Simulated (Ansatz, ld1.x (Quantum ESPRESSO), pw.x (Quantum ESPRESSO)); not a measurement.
manganese (Mn): does the TM potential hold in the solid?

ld1.x (Quantum ESPRESSO) 7.5 input, shortened:

```
&input
   title='Mn', zed=25., rel=1, dft='PBESOL', iswitch=3,
   config='[Ar] 3d5 4s2 4p0'
 /
 &inputp
   pseudotype=2, tm=.true., lloc=-1, rcloc=2.75,
   nlcc=.false.
 /
3
4S  1  0   2.00   0.00  2.05  2.05  0.0
4P  2  1   0.00   0.00  3.75  3.75  0.0
3D  3  2   5.00   0.00  1.65  1.65  0.0
 &test
   configts(1)='3d5 4s2 4p0'
 /
```

Atomic tests: cutoffs needed: 90 Ry and 140 Ry (the cutoffs (Ry, on a coarse ladder) from which the occupation-weighted sum of valence levels, in a spherical-Bessel basis at the reference potential, stays within 10 and 1 mRy of its value at 400 Ry); ghost test: no extra level below or beside the all-electron valence levels (s, p, d, f tested) (spherical-Bessel basis up to 400 Ry, 20 bohr box); configuration tests: 1 of 7 tests not solved or not reliable.

Crystal test: bcc Mn in pw.x 7.5, no spin, 17³ k-points, Fermi–Dirac smearing 0.01 Ry, cutoffs 170/680 Ry. The reference is all-electron LAPW (Ansatz 0.2.0) with the same functional, mesh and smearing; V0 and B0 come from Birch–Murnaghan fits to the pressures at five volumes. Errors are pseudo minus all-electron; Δ is the rms difference of the E(V) curves that follow from these fits, minima aligned, over ±6 % about the mean V0. Mesh and smearing are coarse, so the numbers serve the comparison and aren't converged zero-temperature values; the lattice is a test structure that the element need not adopt. Spin polarisation and strong correlation are left out, which matters for this element.

```
V (Å³/atom)  P all-electron (GPa)  P pseudo (GPa)
      9.888                 18.00           42.51
     10.148                  8.65           31.25
     10.408                  0.50           21.35
     10.668                 -6.62           12.64
     10.928                -12.82            4.98
```

All-electron: a0 = 2.752 Å (V0 = 10.43 Å³/atom), B0 = 302.1 GPa.

Pseudopotential: mean pressure error (GPa): +21.01. The pressure does not cross zero within the volumes sampled, so no fit is given. The largest radius (3.75 bohr) exceeds half the bond length (2.25 bohr), so the spheres overlap, which is one possible source of error among others. This is a poor potential for the solid. Atomic configuration tests: 1 of 7 tests not solved or not reliable.

At the middle volume, how do free energy and pressure move when the wave cutoff is lowered (ecutrho kept at four times it)?

```tsv
cutoff (Ry)	shift of F (meV/atom)	shift of P (GPa)
76	+456.1	-54.64
102	+14.4	-0.14
136	+8.6	-0.14
```

Input at the middle volume:

```
&control
  calculation='scf', prefix='x', pseudo_dir='./', outdir='./tmp', tstress=.true., disk_io='none'
/
&system
  ibrav=0, nat=1, ntyp=1, ecutwfc=170, ecutrho=680, nbnd=11,
  occupations='smearing', smearing='fd', degauss=0.01
/
&electrons
  conv_thr=1e-09, mixing_beta=0.4, electron_maxstep=70
/
ATOMIC_SPECIES
Mn 1.0 Mn.UPF
CELL_PARAMETERS angstrom
  -1.37542136 1.37542136 1.37542136
  1.37542136 -1.37542136 1.37542136
  1.37542136 1.37542136 -1.37542136
ATOMIC_POSITIONS crystal
Mn 0.0000 0.0000 0.0000
K_POINTS automatic
17 17 17 0 0 0
```

```bash
pw.x < Mn.scf.in > Mn.scf.out
```

Lines of the output:

```
Message from routine setup:
     using ibrav=0 with symmetry is DISCOURAGED, use correct ibrav instead
     lattice parameter (alat)  =       4.5019  a.u.
     unit-cell volume          =      70.2367 (a.u.)^3
     number of electrons       =         7.00
     number of Kohn-Sham states=           11
     kinetic-energy cutoff     =     170.0000  Ry
     charge density cutoff     =     680.0000  Ry
     scf convergence threshold =      1.0E-09
     Exchange-correlation= PBESOL
     number of k points=   165  Fermi-Dirac smearing, width (Ry)=  0.0100
     iteration #  1     ecut=   170.00 Ry     beta= 0.40
     total energy              =     -29.21938827 Ry
     estimated scf accuracy    <       0.04980315 Ry
     iteration #  2     ecut=   170.00 Ry     beta= 0.40
     total energy              =     -29.22866745 Ry
     estimated scf accuracy    <       0.00230690 Ry
     iteration #  3     ecut=   170.00 Ry     beta= 0.40
     negative rho (up, down):  3.026E-07 0.000E+00
     total energy              =     -29.22948315 Ry
     estimated scf accuracy    <       0.00109029 Ry
     iteration #  4     ecut=   170.00 Ry     beta= 0.40
     total energy              =     -29.22986515 Ry
     estimated scf accuracy    <       0.00000542 Ry
     iteration #  5     ecut=   170.00 Ry     beta= 0.40
     total energy              =     -29.22988604 Ry
     estimated scf accuracy    <       0.00000829 Ry
     iteration #  6     ecut=   170.00 Ry     beta= 0.40
     total energy              =     -29.22988938 Ry
     estimated scf accuracy    <       0.00000008 Ry
     iteration #  7     ecut=   170.00 Ry     beta= 0.40
     total energy              =     -29.22988953 Ry
     estimated scf accuracy    <       0.00000003 Ry
     iteration #  8     ecut=   170.00 Ry     beta= 0.40
     the Fermi energy is    15.5428 ev
!    total energy              =     -29.22988955 Ry
     estimated scf accuracy    <          3.7E-11 Ry
     smearing contrib. (-TS)   =      -0.00794382 Ry
     The total energy is F=E-TS. E is the sum of the following terms:
     one-electron contribution =       8.31688680 Ry
     hartree contribution      =       3.47535150 Ry
     xc contribution           =      -6.71045222 Ry
     ewald contribution        =     -34.30373181 Ry
     convergence has been achieved in   8 iterations
          total   stress  (Ry/bohr**3)                   (kbar)     P=      213.54
     Message from routine punch:
     Nothing written, as per user request (disk_io='none')
```

The run at the middle volume (165 k-points, 8 iterations) took about 57 s on one core of a shared host (Neoverse-V1, 32 threads, 247 GiB, load 22).
